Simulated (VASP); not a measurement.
Here is a VASP 6.6.1 calculation.

POSCAR

```
BiTe
1.0
    0.0000000000      3.2350000000      3.2350000000
    3.2350000000      0.0000000000      3.2350000000
    3.2350000000      3.2350000000      0.0000000000
Bi Te
1 1
Direct
    0.0000000000      0.0000000000      0.0000000000
    0.5000000000      0.5000000000      0.5000000000
```

File INCAR.step1:

```
SYSTEM = BiTe
PREC = Accurate ; ENCUT = 520
EDIFF = 1E-6 ; ISMEAR = -1
SIGMA = 0.05 ; LREAL = .FALSE.
LASPH = .TRUE. ; NELM = 80
ALGO = Normal ; ISIF = 2
LWAVE = .FALSE. ; LCHARG = .TRUE.
GGA = PE ; NBANDS = 18
```

KPOINTS.step1

```
regular mesh
0
G
  5 5 5
  0 0 0
```

INCAR.step2

```
SYSTEM = BiTe
PREC = Accurate ; ENCUT = 520
EDIFF = 1E-6 ; ISMEAR = 0
SIGMA = 0.05 ; LREAL = .FALSE.
LASPH = .TRUE. ; NELM = 80
ALGO = Normal ; ISIF = 2
LWAVE = .FALSE. ; LCHARG = .FALSE.
GGA = PE ; NBANDS = 18
ICHARG = 11
```

KPOINTS.step2

```
path GXWKGLUWLK,UX
20
line-mode
reciprocal
 0.0000000000  0.0000000000  0.0000000000  G
 0.5000000000  0.0000000000  0.5000000000  X

 0.5000000000  0.0000000000  0.5000000000  X
 0.5000000000  0.2500000000  0.7500000000  W

 0.5000000000  0.2500000000  0.7500000000  W
 0.3750000000  0.3750000000  0.7500000000  K

 0.3750000000  0.3750000000  0.7500000000  K
 0.0000000000  0.0000000000  0.0000000000  G

 0.0000000000  0.0000000000  0.0000000000  G
 0.5000000000  0.5000000000  0.5000000000  L

 0.5000000000  0.5000000000  0.5000000000  L
 0.6250000000  0.2500000000  0.6250000000  U

 0.6250000000  0.2500000000  0.6250000000  U
 0.5000000000  0.2500000000  0.7500000000  W

 0.5000000000  0.2500000000  0.7500000000  W
 0.5000000000  0.5000000000  0.5000000000  L

 0.5000000000  0.5000000000  0.5000000000  L
 0.3750000000  0.3750000000  0.7500000000  K

 0.6250000000  0.2500000000  0.6250000000  U
 0.5000000000  0.0000000000  0.5000000000  X
```

Potentials or basis: VASP PAW PBE potentials, release 64 (Bi_d, Te).

The run is started by

```sh
$ cat potpaw_PBE.64/Bi_d/POTCAR potpaw_PBE.64/Te/POTCAR > POTCAR
$ cp INCAR.step1 INCAR
$ cp KPOINTS.step1 KPOINTS
$ mpirun -np 1 vasp_std > vasp.out
$ cp INCAR.step2 INCAR
$ cp KPOINTS.step2 KPOINTS
$ mpirun -np 1 vasp_std > vasp.out
```

(1) Estimate the band gap along the path.

Answers

(1) none (metal or under the smearing width).

Caveat: spin-orbit coupling is left out, which moves the levels of the heavy elements.
